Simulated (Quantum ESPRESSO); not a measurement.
**HfB2 under changes of volume**

One of the cells (9.905 Å³/atom); the others are scaled copies at fixed shape and fractional positions:

```
Hf B
1.0
     3.14000    0.00000    0.00000
    -1.57000    2.71932    0.00000
     0.00000    0.00000    3.48000
Hf B
1 2
Direct
  0.00000 0.00000 0.00000
  0.66667 0.33333 0.50000
  0.33333 0.66667 0.50000
```

| Property | Result |
| --- | --- |
| Program | Quantum ESPRESSO 7.5 |
| Functional | PBE |
| Potentials or basis | SSSP 1.3 efficiency PBE |
| Cutoff | 816 eV |
| Density cutoff | 5987 eV |
| k mesh | 10 × 10 × 8 |
| Occupations | fermi-dirac, width 0.05 eV |
| Spin | no spin polarisation |

```tsv
volume (Å³/atom)	energy over the lowest point (meV/atom)	pressure (GPa)
9.311	?	?
9.509	17.97	13.1
9.707	5.46	7.1
9.905	0.00	1.7
10.103	0.92	-3.2
10.301	7.64	-7.7
10.499	19.62	-11.8
```

**Question.** What does the run at 9.311 Å³/atom give?

**Answer.** Energy over the lowest point 38.22 meV/atom; pressure 19.6 GPa.

Worked out: A Birch-Murnaghan fit of order 3 (a polynomial in V^(-2/3)) to the other rows has its minimum at 9.97 Å³/atom with B0 = V·E''(V) = 252 GPa and B' = 3.9 at fixed shape and positions, which overstates the stiffness. It gives 38.25 meV/atom at 9.311 Å³/atom, against the run's 38.22, and -dE/dV = 19.8 GPa, against 19.6.

Energies are extrapolated to zero smearing.
